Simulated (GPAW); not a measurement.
Runs of GPAW 26.7.0 on Ir. The structure is cubic, space group Fm-3m (No. 225). The conventional cell has a = 3.831 Å, b = 3.831 Å, c = 3.831 Å, α = 90.00°, β = 90.00°, γ = 90.00°. Ir (site symmetry m-3m) has 12 Ir at 2.71 Å as nearest neighbours. 

```csv
task,level,potentials or basis,spin,cell,k mesh,smearing,band path,band points,spin axis theta (degrees),spin axis phi (degrees),optimizer,gap on the mesh (eV),pressure (GPa),relaxed volume (Å³/atom)
single point,PBE,"GPAW PAW data sets (gpaw-data 1.2.1), pw",off,as given,12 × 12 × 12,gaussian 0.014 eV,-,-,-,-,-,none,9.8,-
band structure,r2SCAN,"GPAW PAW data sets (gpaw-data 1.2.1), pw","SOC, no magnetisation",as given,9 × 9 × 9,fermi-dirac 0.05 eV,"GXWKGLUWLK,UX",80,0,0,-,-,4.3,-
single point,PBE,"GPAW PAW data sets (gpaw-data 1.2.1), pw",off,as given,12 × 12 × 12,gaussian 0.023 eV,-,-,-,-,-,none,9.8,-
relaxation of cell and atoms,PBEsol+D3(BJ),"PAW data sets generated in the run's folder for this functional, pw",off,relaxed,12 × 12 × 12,fermi-dirac 0.05 eV,-,-,-,-,FIRE,none,0.2,(b)
relaxation of cell and atoms,PBEsol+D4,"PAW data sets generated in the run's folder for this functional, pw",off,relaxed,12 × 12 × 12,fermi-dirac 0.05 eV,-,-,-,-,LBFGS,none,-0.1,13.80
single point,PBE,"GPAW PAW data sets (gpaw-data 1.2.1), pw",off,as given,12 × 12 × 12,gaussian 0.018 eV,-,-,-,-,-,none,9.8,-
relaxation of cell and atoms,PBE+D3(BJ),"GPAW PAW data sets (gpaw-data 1.2.1), pw",off,relaxed,12 × 12 × 12,fermi-dirac 0.05 eV,-,-,-,-,BFGS,none,0.0,(a)
single point,PBE,"GPAW PAW data sets (gpaw-data 1.2.1), pw",off,as given,12 × 12 × 12,gaussian 0.024 eV,-,-,-,-,-,none,9.8,-
relaxation of cell and atoms,PBE+D4,"GPAW PAW data sets (gpaw-data 1.2.1), pw",off,relaxed to 5 GPa,12 × 12 × 12,fermi-dirac 0.05 eV,-,-,-,-,BFGS,none,5.0,-
single point,PBE,"GPAW PAW data sets (gpaw-data 1.2.1), pw",off,as given,12 × 12 × 12,gaussian 0.02 eV,-,-,-,-,-,none,9.8,-
band structure,r2SCAN,"GPAW PAW data sets (gpaw-data 1.2.1), pw",off,as given,12 × 12 × 12,fermi-dirac 0.05 eV,"GXWKGLUWLK,UX",60,-,-,-,-,4.4,-
single point,PBE,"GPAW PAW data sets (gpaw-data 1.2.1), pw",off,as given,12 × 12 × 12,gaussian 0.019 eV,-,-,-,-,-,none,9.8,-
```

Alike in all rows: cutoff (eV) 600.

Question: Estimate the missing entries.

Answer: (a) 14.10; (b) 13.69.

Caveats: later steps reuse the first step's grids (some runs); pairwise dispersion overbinds metals, which lowers pressure and volume (some runs); the PAW data sets were made with another functional, which shifts forces and pressure a little (some runs); spin-orbit coupling was added after a scalar SCF, so levels and gaps hold it while energy, forces, pressure and moments don't (some runs); this program's spin-orbit splittings come out too wide for heavy elements (some runs); spin-orbit coupling is left out, which moves the levels of the heavy elements (some runs).

A k mesh can miss the band edges, and rows without SOC leave out spin-orbit coupling on Ir.

A gap of «none» marks a metal or a gap under the smearing width.
